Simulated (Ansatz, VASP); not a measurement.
**AlN in VASP and in Ansatz**

```
Al N
1.0
     3.26852    0.00000    0.00000
    -1.63426    2.83062    0.00000
     0.00000    0.00000    4.47559
Al N
2 2
Direct
  0.33333 0.66667 0.75000
  0.66667 0.33333 0.25000
  0.33333 0.66667 0.25000
  0.66667 0.33333 0.75000
```

Alike in both runs: task single point; functional PBE; k mesh 9 × 9 × 6; occupations gaussian, width 0.05 eV; no spin polarisation.

|  | VASP | Ansatz |
| --- | --- | --- |
| version | VASP 6.6.1 | Ansatz 0.2.0 |
| potentials or method | VASP PAW PBE potentials, release 64 (Al, N) | scalar-relativistic, plane waves, PAW |
| plane-wave cutoff (eV) | 520 | 520 |
| valence electrons in the cell | 16 | 16 |

|  | VASP | Ansatz | Ansatz less VASP |
| --- | --- | --- | --- |
| gap on the k mesh at the Fermi level (eV) | 2.77 | 2.76 | -0.009 |
| least direct gap on the mesh (eV) | 2.77 | 2.76 | -0.009 |
| pressure (GPa) | -3.7 | -3.6 | +0.17 |
| largest component of the traceless stress (GPa) | 5.89 | 5.98 | +0.087 |

The functional is the same, so the differences come from potentials, cutoffs and numerics.
